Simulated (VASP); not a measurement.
# S (I4/mmm) in VASP: further runs

Runs on S. Level: PBE+D3(BJ). Tasks: single point.

All numbers are computed with VASP 6.6.1; they aren't measurements. Logs are shortened: lines on timing, memory, paths and dates and some standing lists are left out, and cuts for length are marked.

### 1 The cell of the first run

It takes space group I4/mmm (No. 139, tetragonal). Conventional cell: a = 2.820 Å, b = 2.820 Å, c = 3.869 Å, α = 90.00°, β = 90.00°, γ = 90.00°. S (site symmetry 4/mmm) is surrounded by 12 S at 2.78 to 2.82 Å.

This isn't the form of S at room conditions, which is orthorhombic, of S8 rings.

### 2 Single point, PBE+D3(BJ) (strain -0.0300 x Voigt [1, 0, 0, 0, 0, 0], atoms carried along)

Input file INCAR:

```
SYSTEM = S
PREC     = Accurate       ! precision mode
ENCUT    = 520            ! plane-wave cutoff, eV
EDIFF    = 1E-6           ! SCF threshold, eV
ISMEAR   = 0              ! smearing method
SIGMA    = 0.15           ! smearing width, eV
LREAL    = .FALSE.        ! projectors in reciprocal space
LASPH    = .TRUE.         ! aspherical terms in the spheres
NELM     = 100            ! most SCF steps
ALGO     = Normal         ! electronic algorithm
ISIF     = 2              ! what is computed and relaxed
LWAVE    = .FALSE.        ! write WAVECAR
LCHARG   = .TRUE.         ! write CHGCAR
GGA      = PE             ! functional
IVDW     = 12             ! dispersion correction
LELF     = .TRUE.         ! ELF
LVHAR    = .TRUE.       
NBANDS   = 9              ! bands
```

Input file KPOINTS:

```
Automatic mesh
0
G
  20 20 20
  0 0 0
```

Input file POSCAR:

```
S
1.0
    0.0000000000      1.9943503440      1.9943503440
    1.9345198337      0.0000000000      1.9943503440
    1.9345198337      1.9943503440      0.0000000000
S
1
Direct
    0.0000000000      0.0000000000      0.0000000000
```

Potentials or basis: VASP PAW PBE potentials, release 64 (S).

The run is started by

```bash
$ cat potpaw_PBE.64/S/POTCAR > POTCAR
$ mpirun -np 1 vasp_std > vasp.out
```

OUTCAR:

```text
SYSTEM = S
   PREC = Accurate
   ENCUT = 520
   EDIFF = 1E-6
   ISMEAR = 0
   LREAL = .FALSE.
   LASPH = .TRUE.
   NELM = 100
   ISIF = 2
   GGA = PE
   IVDW = 12
 IVDW          = 12

 ion  position               nearest neighbor table
   1  0.000  0.000  0.000-

  LATTYP: Found a body centered tetragonal cell.
 ALAT       =     2.8204373046
 C/A-ratio  =     1.3717871555

  Lattice vectors:

 A1 = (  -1.9345198337,   0.0000000000,  -1.9943503440)
 A2 = (  -1.9345198337,   0.0000000000,   1.9943503440)
 A3 = (   1.9345198337,   1.9943503440,   0.0000000000)

Analysis of symmetry for initial positions (statically):
=====================================================================
 Subroutine PRICEL returns:
 Original cell was already a primitive cell.

 Routine SETGRP: Setting up the symmetry group for a
 body centered tetragonal supercell.

 Subroutine GETGRP returns: Found 16 space group operations
 (whereof 16 operations were pure point group operations)
 out of a pool of 16 trial point group operations.

The static configuration has the point symmetry D_4h.

Analysis of symmetry for dynamics (positions and initial velocities):
=====================================================================
 Subroutine PRICEL returns:
 Original cell was already a primitive cell.

 Routine SETGRP: Setting up the symmetry group for a
 body centered tetragonal supercell.

 Subroutine GETGRP returns: Found 16 space group operations
 (whereof 16 operations were pure point group operations)
 out of a pool of 16 trial point group operations.

The dynamic configuration has the point symmetry D_4h.

 Subroutine INISYM returns: Found 16 space group operations
 (whereof 16 operations are pure point group operations),
 and found     1 'primitive' translations

----------------------------------------------------------------------------------------

                                     Primitive cell

  volume of cell :      15.3888

  direct lattice vectors                    reciprocal lattice vectors
     0.000000000  1.994350344  1.994350344    -0.258462070  0.250708208  0.250708208
     1.934519834  0.000000000  1.994350344     0.258462070 -0.250708208  0.250708208
     1.934519834  1.994350344  0.000000000     0.258462070  0.250708208 -0.250708208

  length of vectors
     2.820437305  2.778452858  2.778452858     0.438761726  0.438761726  0.438761726

  position of ions in fractional coordinates (direct lattice)
     0.000000000  0.000000000  0.000000000

  ion indices of the primitive-cell ions
   primitive index   ion index
                 1           1

----------------------------------------------------------------------------------------

 KPOINTS: Automatic mesh

Automatic generation of k-mesh.
 Grid dimensions read from file:
 generate k-points for:   20   20   20

 Generating k-lattice:

  Cartesian coordinates                     Fractional coordinates (reciprocal lattice)
    -0.012923103  0.012535410  0.012535410     0.050000000 -0.000000000 -0.000000000
     0.012923103 -0.012535410  0.012535410     0.000000000  0.050000000  0.000000000
     0.012923103  0.012535410 -0.012535410     0.000000000  0.000000000  0.050000000

  Length of vectors
     0.021938086  0.021938086  0.021938086

  Shift w.r.t. Gamma in fractional coordinates (k-lattice)
     0.000000000  0.000000000  0.000000000

 Subroutine IBZKPT returns following result:
 ===========================================

 Found    641 irreducible k-points:

 Following reciprocal coordinates:
            Coordinates               Weight
  0.000000  0.000000  0.000000      1.000000
  0.050000 -0.000000 -0.000000      8.000000
  0.100000 -0.000000 -0.000000      8.000000
  0.150000 -0.000000 -0.000000      8.000000
  0.200000 -0.000000 -0.000000      8.000000
  0.250000 -0.000000 -0.000000      8.000000
[... 16 lines left out ...]
 -0.400000  0.050000  0.000000     16.000000
 -0.350000  0.050000  0.000000     16.000000
 [... further k-points ...]
   k-points           NKPTS =    641   k-points in BZ     NKDIM =    641   number of bands    NBANDS=      9
   number of dos      NEDOS =    301   number of ions     NIONS =      1
   total plane-waves  NPLWV =  13824
   dimension x,y,z NGX =    24 NGY =   24 NGZ =   24
   dimension x,y,z NGXF=    48 NGYF=   48 NGZF=   48
   ions per type =               1
   NGX,Y,Z   is equivalent  to a cutoff of  14.15, 14.36, 14.36 a.u.
   NGXF,Y,Z  is equivalent  to a cutoff of  28.29, 28.72, 28.72 a.u.
 SYSTEM =  S
   PREC   = accura    normal or accurate (medium, high low for compatibility)
   ISTART =      0    job   : 0-new  1-cont  2-samecut
   ICHARG =      2    charge: 1-file 2-atom 10-const
   ISPIN  =      1    spin polarized calculation?
   LNONCOLLINEAR =      F non collinear calculations
   LSORBIT =      F    spin-orbit coupling
   LASPH  =      T    aspherical Exc in radial PAW
   ENCUT  =  520.0 eV  38.22 Ry    6.18 a.u.   5.24  5.17  5.17*2*pi/ulx,y,z
   NELM   =    100;   NELMIN=  2; NELMDL= -5     # of ELM steps
   EDIFF  = 0.1E-05   stopping-criterion for ELM
   LREAL  =      F    real-space projection
[... 7 lines left out ...]
   TEBEG  =    0.0;   TEEND  =   0.0 temperature during run
   PSTRESS=    0.0 pullay stress
   NELECT =       6.0000    total number of electrons
   NUPDOWN=      -1.0000    fix difference up-down
   EMIN   =  10.00;   EMAX   =-10.00  energy-range for DOS
   EFERMI =   0.00;   METHOD = LEGACY
   ISMEAR =     0;   SIGMA  =   0.15  broadening in eV -4-tet -1-fermi 0-gaus
   EFERMI_NEDOS =   21; number of points for ismear=-14 and -15
   IALGO  =     38    algorithm
   IMIX   =      4    mixing-type and parameters
     AMIX     =   0.40;   BMIX     =  1.00
     AMIX_MAG =   1.60;   BMIX_MAG =  1.00
  volume/ion in A,a.u.               =      15.39       103.85
  Fermi-wavevector in a.u.,A,eV,Ry     =   1.195978  2.260071 19.461278  1.430364
  Thomas-Fermi vector in A             =   2.331930
   LORBIT       =      0    0 simple, 1 ext, 2 COOP (PROOUT), +10 PAW based schemes
   GGA     = PE    functional components
   LHFCALC =     F    Hartree Fock is set to
   AEXX    =    0.0000 exact exchange contribution
   IVDW    =    12    specifies the selected vdW correction
   LEPSILON=     F    determine dielectric tensor
   LRPA    =     F    only Hartree local field effects (RPA)
 non-spin polarized calculation
 Gauss-broadening in eV      SIGMA  =   0.15
  energy-cutoff  :      520.00
  volume of cell :       15.39
 maximum number of plane-waves:       436
 NGX is ok and might be reduce to    24
   NGX = 11   NGY = 11   NGZ = 11

 number of electron       6.0000000 magnetization

 Free energy of the ion-electron system (eV)
  ---------------------------------------------------
  ext. energy  EPLUGINS =         0.00000000
  ---------------------------------------------------
  free energy    TOTEN  =        -2.83338302 eV

  energy without entropy =       -2.82467332  energy(sigma->0) =       -2.82902817

 E-fermi :   7.8755     XC(G=0): -11.3135

 val. band max:        7.8720654857   @ k =   0.4000   0.3000  -0.0000
 cond. band min:       7.8768256667   @ k =   0.3500   0.3500   0.0000
 fundamental gap:      0.0047601810
 Fermi energy:         7.8754621444

 k-point     1 :       0.0000    0.0000    0.0000
  band No.  band energies     occupation
      1      -9.1401      2.00000
      2      11.2051      0.00000
      3      11.2051      0.00000
      4      11.2209      0.00000
      5      19.8645      0.00000
      6      19.8645      0.00000
      7      20.2761      0.00000
      8      22.7011      0.00000
      9      24.9586      0.00000

 k-point     2 :       0.0500   -0.0000   -0.0000
  band No.  band energies     occupation
      1      -9.0790      2.00000
      2      10.8550      0.00000
      3      11.1495      0.00000
      4      11.1747      0.00000
      5      19.8241      0.00000
      6      19.9753      0.00000
      7      20.3126      0.00000
      8      22.8987      0.00000
      9      24.7775      0.00000

 k-point     3 :       0.1000   -0.0000   -0.0000
  band No.  band energies     occupation
      1      -8.8967      2.00000
      2       9.9055      0.00000
      3      10.9962      0.00000
      4      11.0618      0.00000
      5      19.5610      0.00000
      6      20.2590      0.00000
      7      20.5461      0.00000
      8      23.4838      0.00000
      9      24.3740      0.00000

 k-point     4 :       0.1500   -0.0000   -0.0000
  band No.  band energies     occupation
      1      -8.5952      2.00000
      2       8.5910      0.00000
      3      10.7777      0.00000
      4      10.9000      0.00000
      5      19.1392      0.00000
      6      20.5507      0.00000
      7      20.8903      0.00000
      8      24.0649      0.00000
      9      24.3330      0.00000
[... 205 lines left out ...]
 k-point    22 :      -0.4500    0.0500    0.0000
  band No.  band energies     occupation
      1      -4.9167      2.00000
      2       0.4092      2.00000
      3       9.3237      0.00000
      4       9.9833      0.00000
      5      17.6541      0.00000
      6      18.8135      0.00000
      7      19.6656      0.00000
      8      25.6240      0.00000
      9      28.9971      0.00000

 k-point    23 :      -0.4000    0.0500    0.0000
  band No.  band energies     occupation
      1      -5.4016      2.00000
      2       1.1403      2.00000
      3       9.3247      0.00000
      4      10.1018      0.00000
      5      17.7333      0.00000
      6      19.0255      0.00000
      7      19.7917      0.00000
      8      25.7389      0.00000
      9      27.9539      0.00000

 k-point    24 :      -0.3500    0.0500    0.0000
  band No.  band energies     occupation
      1      -6.0682      2.00000
      2       2.2605      2.00000
      3       9.3861      0.00000
      4      10.2574      0.00000
      5      17.8796      0.00000
      6      19.3454      0.00000
      7      20.0645      0.00000
      8      25.8721      0.00000
      9      26.6926      0.00000

 [... further k-points ...]

------------------------ aborting loop because EDIFF is reached ----------------------------------------

 Edisp (eV)   -0.39465

 E8    (eV) :    -0.1412

  FORCE on cell =-STRESS in cart. coord.  units (eV):
  Direction    XX          YY          ZZ          XY          YZ          ZX
  --------------------------------------------------------------------------------------
  -------------------------------------------------------------------------------------
  Total      -0.33495    -0.07663    -0.07663     0.00000     0.00000    -0.00000
  in kB     -34.87310    -7.97843    -7.97843     0.00000     0.00000    -0.00000
  external pressure =      -16.94 kB  Pullay stress =        0.00 kB

 VOLUME and BASIS-vectors are now :
 -----------------------------------------------------------------------------
  energy-cutoff  :      520.00
  volume of cell :       15.39
      direct lattice vectors                 reciprocal lattice vectors
     0.000000000  1.994350344  1.994350344    -0.258462070  0.250708208  0.250708208
     1.934519834  0.000000000  1.994350344     0.258462070 -0.250708208  0.250708208
     1.934519834  1.994350344  0.000000000     0.258462070  0.250708208 -0.250708208

 POSITION                                       TOTAL-FORCE (eV/Angst)
 -----------------------------------------------------------------------------------
      0.00000      0.00000      0.00000         0.000000     -0.000000      0.000000
 -----------------------------------------------------------------------------------
    total drift:                                0.000000     -0.000000     -0.000000

  FREE ENERGIE OF THE ION-ELECTRON SYSTEM (eV)
  ---------------------------------------------------
  free  energy   TOTEN  =        -3.2280296560 eV

  energy  without entropy=       -3.2193199588  energy(sigma->0) =       -3.22367481
```

Run time: 21 s. Hardware: 1 thread of Intel Xeon 6975P-C (Granite Rapids), shared host; peak memory 0.2 GiB.

What came out:

| Quantity | Value |
| --- | --- |
| Free energy | -3.2280 eV |
| Pressure | -1.7 GPa |
| Band gap on the k mesh | none (metal or under the smearing width) |
| Dispersion energy per atom | -0.395 eV |

Stress tensor (GPa, compression positive):
```
-3.49  0.00  0.00
 0.00 -0.80  0.00
 0.00  0.00 -0.80
```

Caveat: pairwise dispersion overbinds metals, which lowers pressure and volume.

### 3 Single point, PBE+D3(BJ) (strain +0.0400 x Voigt [1, 0, 0, 0, 0, 0], atoms carried along)

Input file INCAR:

```
SYSTEM = S
ALGO = Normal
EDIFF = 1E-7
ENCUT = 520
GGA = PE
ISIF = 2
ISMEAR = 0
IVDW = 12
LASPH = .TRUE.
LCHARG = .FALSE.
LREAL = .FALSE.
LWAVE = .FALSE.
NBANDS = 9
NELM = 100
PREC = Accurate
SIGMA = 0.15
```

Input file KPOINTS:

```
k-points
0
G
  20 20 20
  0 0 0
```

Input file POSCAR:

```
S
1.0
    0.0000000000      1.9943503440      1.9943503440
    2.0741243578      0.0000000000      1.9943503440
    2.0741243578      1.9943503440      0.0000000000
S
1
Direct
    0.0000000000      0.0000000000      0.0000000000
```

Potentials or basis: VASP PAW PBE potentials, release 64 (S).

The run is started by

```bash
$ cat potpaw_PBE.64/S/POTCAR > POTCAR
$ mpirun -np 1 vasp_std > vasp.out
```

OUTCAR:

```text
SYSTEM = S
   EDIFF = 1E-7
   ENCUT = 520
   GGA = PE
   ISIF = 2
   ISMEAR = 0
   IVDW = 12
   LASPH = .TRUE.
   LREAL = .FALSE.
   NELM = 100
   PREC = Accurate
 IVDW          = 12

 ion  position               nearest neighbor table
   1  0.000  0.000  0.000-

  LATTYP: Found a body centered tetragonal cell.
 ALAT       =     2.8204373046
 C/A-ratio  =     1.4707821049

  Lattice vectors:

 A1 = (   2.0741243578,   0.0000000000,   1.9943503440)
 A2 = (   2.0741243578,   0.0000000000,  -1.9943503440)
 A3 = (  -2.0741243578,   1.9943503440,   0.0000000000)

Analysis of symmetry for initial positions (statically):
=====================================================================
 Subroutine PRICEL returns:
 Original cell was already a primitive cell.

 Routine SETGRP: Setting up the symmetry group for a
 body centered tetragonal supercell.

 Subroutine GETGRP returns: Found 16 space group operations
 (whereof 16 operations were pure point group operations)
 out of a pool of 16 trial point group operations.

The static configuration has the point symmetry D_4h.

Analysis of symmetry for dynamics (positions and initial velocities):
[... 165 lines left out ...]

 k-point     1 :       0.0000    0.0000    0.0000
  band No.  band energies     occupation
      1      -9.4505      2.00000
      2       9.7979      0.00000
      3       9.8515      0.00000
      4       9.8515      0.00000
      5      18.6228      0.00000
      6      19.1496      0.00000
      7      19.1496      0.00000
      8      20.6084      0.00000
      9      23.4275      0.00000
[... 265 lines left out ...]
 k-point    24 :      -0.3500    0.0500    0.0000
  band No.  band energies     occupation
      1      -6.6660      2.00000
      2       1.6719      2.00000
      3       8.3395      0.00000
      4       8.8374      0.00000
      5      16.6057      0.00000
      6      18.3072      0.00000
      7      18.9642      0.00000
      8      24.5222      0.00000
      9      25.3528      0.00000

 [... further k-points ...]

------------------------ aborting loop because EDIFF is reached ----------------------------------------

 Edisp (eV)   -0.36822

 E8    (eV) :    -0.1320

  FORCE on cell =-STRESS in cart. coord.  units (eV):
  Direction    XX          YY          ZZ          XY          YZ          ZX
  --------------------------------------------------------------------------------------
  -------------------------------------------------------------------------------------
  Total      -0.44660    -0.78970    -0.78970     0.00000     0.00000     0.00000
  in kB     -43.36721   -76.68367   -76.68367     0.00000     0.00000     0.00000
  external pressure =      -65.58 kB  Pullay stress =        0.00 kB

 VOLUME and BASIS-vectors are now :
 -----------------------------------------------------------------------------
  energy-cutoff  :      520.00
  volume of cell :       16.50
      direct lattice vectors                 reciprocal lattice vectors
     0.000000000  1.994350344  1.994350344    -0.241065584  0.250708208  0.250708208
     2.074124358  0.000000000  1.994350344     0.241065584 -0.250708208  0.250708208
     2.074124358  1.994350344  0.000000000     0.241065584  0.250708208 -0.250708208

 POSITION                                       TOTAL-FORCE (eV/Angst)
 -----------------------------------------------------------------------------------
      0.00000      0.00000      0.00000         0.000000      0.000000      0.000000
 -----------------------------------------------------------------------------------
    total drift:                                0.000000     -0.000000     -0.000000

  FREE ENERGIE OF THE ION-ELECTRON SYSTEM (eV)
  ---------------------------------------------------
  free  energy   TOTEN  =        -3.2006368670 eV

  energy  without entropy=       -3.1909920539  energy(sigma->0) =       -3.19581446
```

It took 24 s on 1 thread of Intel Xeon 6975P-C (Granite Rapids), shared host; peak memory 0.21 GiB.

Results:

```
Free energy                : -3.2006 eV
Pressure                   : -6.6 GPa
Band gap on the k mesh     : none (metal or under the smearing width)
Dispersion energy per atom : -0.368 eV
```

Caveat: pairwise dispersion overbinds metals, which lowers pressure and volume.
